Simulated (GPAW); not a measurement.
Something may be wrong with this GPAW 26.7.0 calculation of PbS.

File run.py:

```python
import numpy as np
from ase.dft.bandgap import bandgap
from ase.io import write
from ase.spacegroup import crystal
from ase.units import Ha
from gpaw import GPAW, PW
from gpaw.hybrids.energy import non_self_consistent_energy
from gpaw.new.pw.nschse import non_self_consistent_matrix_elements

# Pb 4c
# S 4c
atoms = crystal(['Pb', 'S'],
                basis=[[0.0, 0.86943665, 0.25],
                       [0.0, 0.64520291, 0.25]],
                spacegroup=63, setting=1,  # Cmcm
                cellpar=[4.15990539, 11.98259373, 4.27932094, 90.0, 90.0, 90.0],
                primitive_cell=True)

calc = GPAW(mode=PW(400),
            xc='MGGA_X_R2SCAN+MGGA_C_R2SCAN',
            kpts={'size': (2, 2, 2), 'gamma': True},
            occupations={'name': 'fermi-dirac', 'width': 0.001},
            nbands=33,
            convergence={'density': 1e-06, 'bands': 31},
            symmetry={'point_group': False},
            maxiter=4,
            txt='gpaw.txt')
atoms.calc = calc
energy = atoms.get_potential_energy()
calc.write('gs.gpw')
write('result.traj', atoms)
print(f'Energy: {energy:.6f} eV')
print('Fermi level:', round(calc.get_fermi_level(), 4), 'eV')
print(f'Gap: {bandgap(calc)[0]:.4f} eV, direct: {bandgap(calc, direct=True)[0]:.4f} eV')

calc.write('wfs.gpw', mode='all')
eps = calc.eigenvalues()
free = calc.get_potential_energy(force_consistent=True)
semilocal_x = free + calc.get_xc_difference('MGGA_X_R2SCAN')  # without correlation
exact_x = non_self_consistent_energy(calc, 'EXX').sum()
h_x = non_self_consistent_matrix_elements(GPAW('wfs.gpw').dft, 'MGGA_X_R2SCAN')
h_exx = non_self_consistent_matrix_elements(GPAW('wfs.gpw').dft, 'EXX')
shift = np.einsum('sknn->skn', h_exx - h_x).real * Ha
np.savetxt('shift.dat', shift[..., :31].reshape((-1, 31)), fmt='%.4f')
occupied = eps < calc.get_fermi_level()
for name, a in {'r2SCAN0': 0.25, 'r2SCANh': 0.1, 'r2SCAN50': 0.5, 'r2SCAN-EpsX': 0.08}.items():
    levels = (eps + a * shift)[..., :31]
    gap = levels[~occupied[..., :31]].min() - levels[occupied[..., :31]].max()
    print(f'{name}: share {a}, energy {free + a * (exact_x - semilocal_x):.6f} eV, gap {gap:.4f} eV')
```

Potentials or basis: GPAW PAW data sets (gpaw-data 1.2.1), pw.

Launch:

```sh
$ OMP_NUM_THREADS=1 python run.py
```

gpaw.txt:

```text
__  _  _
 | _ |_)|_||  |
 |__||  | ||/\| - 26.7.0

Input parameters:
  mode=PW(ecut=400.0),
  convergence={'density': 1e-06, 'bands': 31},
  kpts=MonkhorstPack(size=(2, 2, 2), gamma=True),
  maxiter=4,
  nbands=33,
  occupations=Occupations(name='fermi-dirac', width=0.001),
  symmetry=Symmetry(point_group=False),
  xc=XC(name='MGGA_X_R2SCAN+MGGA_C_R2SCAN')

Diagonalizing LCAO Hamiltonian
Converting LCAO to pw mode

             Pb
         S S
       Pb

Atoms  # Å, Bohr magnetons
|   | symbol |        x |         y |        z |    initial magnetic moments |
|---|--------|----------|-----------|----------|-----------------------------|
| 0 |     Pb | 2.079953 | -4.426809 | 3.209491 | ( 0.0000,  0.0000,  0.0000) |
| 1 |      S | 2.079953 | -1.739907 | 3.209491 | ( 0.0000,  0.0000,  0.0000) |
| 2 |     Pb | 2.079953 |  4.426809 | 1.069830 | ( 0.0000,  0.0000,  0.0000) |
| 3 |      S | 2.079953 |  1.739907 | 1.069830 | ( 0.0000,  0.0000,  0.0000) |

Unit cell  # Å
[... 83 lines left out ...]
      rc: 0.24  # [Å]
      lmax: 2
    cutoffs:
      filter: 1.77  # [Å]
      core: 1.66  # [Å]
    projectors
    | kind |    occ | energy [eV] | rcut [Å] |
    |------|--------|-------------|----------|
    |   3s |  2.000 |     -17.254 |    0.974 |
    |   3p |  4.000 |      -7.008 |    0.979 |
    |    s |        |       9.957 |    0.974 |
    |    p |        |      20.203 |    0.979 |
    |    d |        |       0.000 |    0.900 |

    Using partial waves for S as LCAO basis

Reference energy: -1156264.166523  # eV

eigensolver:
  PPCG
  Converge bands: 31
  niter=2

density mixing:
  MSR1-Mixer
  Pratt-step length: 0.05
  Maximum mixing coefficient: 0.75
  Old densities: 10
  SVD Regularization: 0.005
  Good broyden scale: 1.0
  Trust region scale: 1.0
  Backstep threshold: 4.0
  History deletion threshold: 6.0
  Fourier metric: weight=20.0, sigma=0.015

occupation numbers:
  Fermi-Dirac:
    width: 0.0010  # eV

poisson solver:
  ecut: 3200.0  # eV

xc functional:
  name: MGGA_X_R2SCAN+MGGA_C_R2SCAN with 2 nearest neighbor stencil

convergence criteria:
- Maximum integral of absolute [dens]ity change: 1e-06 electrons / valence electron
- Maximum [total energy] change in last 3 cyles: 0.0005 eV / valence electron
- Maximum integral of absolute [eigenst]ate change: 4e-08 eV^2 / valence electron
maximum number of iterations: 4

SCF iterations
|iter     | |      energy | eigst |  dens |
|---------|-|-------------|-------|-------|
|iter:   1| |  -67.405182 | +2.20 |       |
|iter:   2| |  -59.180406 | +0.36 | -1.15 |
|iter:   3| |-44049650.497642 | +7.28 | -1.14 |
|iter:   4| |  -25.609145 | +2.31 | +2.53 |
```

On the terminal:

```text
<dir> UserWarning: The angles between your unit-cell vectors are 90.0, 90.0 and 141.7 degrees.  Results may be wrong!  Please Niggli-reduce your unit-cell so that the angles are closer to 90 degrees:

  from ase.build import niggli_reduce
  niggli_reduce(atoms)

  warnings.warn(
Traceback (most recent call last):
  File "run.py", line 29, in <module>
  File "ase/atoms.py", line 1971, in get_potential_energy
  File "new/ase_interface.py", line 292, in get_potential_energy
  File "new/ase_interface.py", line 215, in calculate_property
  File "new/ase_interface.py", line 177, in iconverge
  File "new/calculation.py", line 252, in iconverge
  File "new/scf.py", line 130, in iterate
gpaw.KohnShamConvergenceError
```

Diagnose the run.

No converged result was reached. The input holds a flaw that was put in on purpose: too few SCF iterations allowed.
